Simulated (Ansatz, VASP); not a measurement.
# One calculation of ZnO, two programs

File INCAR:

```
SYSTEM = ZnO
PREC = Accurate
ENCUT = 520
EDIFF = 1E-6
ISMEAR = 0
SIGMA = 0.05
LREAL = .FALSE.
LASPH = .TRUE.
NELM = 100
ALGO = Normal
ISIF = 2
LWAVE = .FALSE.
LCHARG = .FALSE.
GGA = CA
NBANDS = 16
```

File KPOINTS:

```
regular mesh
0
G
  12 12 12
  0 0 0
```

The input POSCAR:

```
ZnO
1.0
    0.0000000000      2.2236780500      2.1152059500
    2.2236780500      0.0000000000      2.1152059500
    2.2236780500      2.2236780500      0.0000000000
Zn O
1 1
Direct
    0.0000000000      0.0000000000      0.0000000000
    0.5000000000      0.5000000000      0.5000000000
```

Input for Ansatz:

```yaml
crystal:
  lattice:
    - [0.0, 2.22367805, 2.11520595]
    - [2.22367805, 0.0, 2.11520595]
    - [2.22367805, 2.22367805, 0.0]
  atoms:
    - { symbol: Zn, position: [0.0, 0.0, 0.0] }
    - { symbol: O, position: [0.5, 0.5, 0.5] }
basis:
  ecutwfc: 420
kpoints:
  mp_grid: { grid: [12, 12, 12] }
hamiltonian:
  xc: lda
scf:
  occupations: { method: gaussian, width: 0.05 }
output:
  forces: true
  stress: true
  eigenvalues: true
```

Change from the starting cell: strain +0.025 along x and y, -0.025 along z, atoms carried along.

Alike in both runs: task single point; functional LDA; k mesh 12 × 12 × 12; occupations gaussian, width 0.05 eV; no spin polarisation.

```csv
,VASP,Ansatz
version,VASP 6.6.1,Ansatz 0.2.0
potentials or method,"VASP PAW LDA potentials, release 64 (Zn, O)","scalar-relativistic, plane waves, PAW"
plane-wave cutoff (eV),520,420
valence electrons in the cell,18,18
```

Ansatz gave:

```
gap on the k mesh at the Fermi level (eV)       : 0.48
least direct gap on the mesh (eV)               : 1.66
pressure (GPa)                                  : -17.5
largest component of the traceless stress (GPa) : 0.67
```

Question: Which values does VASP return?

Answer: gap on the k mesh at the Fermi level (eV): 0.48; least direct gap on the mesh (eV): 1.65; pressure (GPa): -16.5; largest component of the traceless stress (GPa): 0.92.

Caveats: so large a pressure means that the cell lies far from this level's equilibrium, or that cutoff or potentials fall short (VASP). A k mesh can miss the band edges.
